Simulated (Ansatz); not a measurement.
Computed with DFT PBE, scalar-relativistic, plane waves, PAW (Ansatz 0.2.0). Settings: cutoff 420 eV, Γ-centred meshes spaced at most about 0.3 Å⁻¹, and about 0.25 Å⁻¹ or finer for metals (2π included), Gaussian smearing. No spin polarisation.

Formation energies are uncorrected and count from the elements' standard states at the same level.

These are static total energies at zero pressure. Weakly bound directions are ill-defined at this level, which has no dispersion term. Kohn–Sham gaps at this level usually fall short of measured ones.

Other known phases may be missing.

A binary system X–Z gave these lowest structures (from databases or invented), with X the less electronegative element:

| x(Z) | space group | V (Å³/atom) | ΔE_f (eV/atom) | gap on mesh (eV) |
| --- | --- | --- | --- | --- |
| 0.125 | Amm2 (No. 38) | 9.8 | 0.13 | 0.00 |
| 0.143 | C222 (No. 21) | 10.2 | 0.02 | 0.00 |
| 0.200 | P-43m (No. 215) | 11.6 | 0.23 | 0.00 |
| 0.333 | Pnma (No. 62) | 15.1 | -0.34 | 0.00 |
| 0.400 | Imm2 (No. 44) | 16.1 | -0.48 | 0.00 |
| 0.500 | F-43m (No. 216) | 14.5 | -1.07 | 3.15 |
| 0.625 | I-4m2 (No. 119) | 17.4 | -0.52 | 0.40 |
| 0.667 | P-42_1m (No. 113) | 21.5 | -0.59 | 2.41 |
| 0.833 | P4/mmm (No. 123) | 34.9 | 0.31 | 0.00 |

Problem. X is an s-block element of period 2 and Z is a p-block element of period 3. Which are they?

Solution. X = Be, Z = S. The deepest point is BeS (F-43m, 14.5 Å³/atom, -1.07 eV/atom). Other pairs may give like rows; this one was computed.

Some types were kept out of the candidates beforehand, so the set may lack a known form.
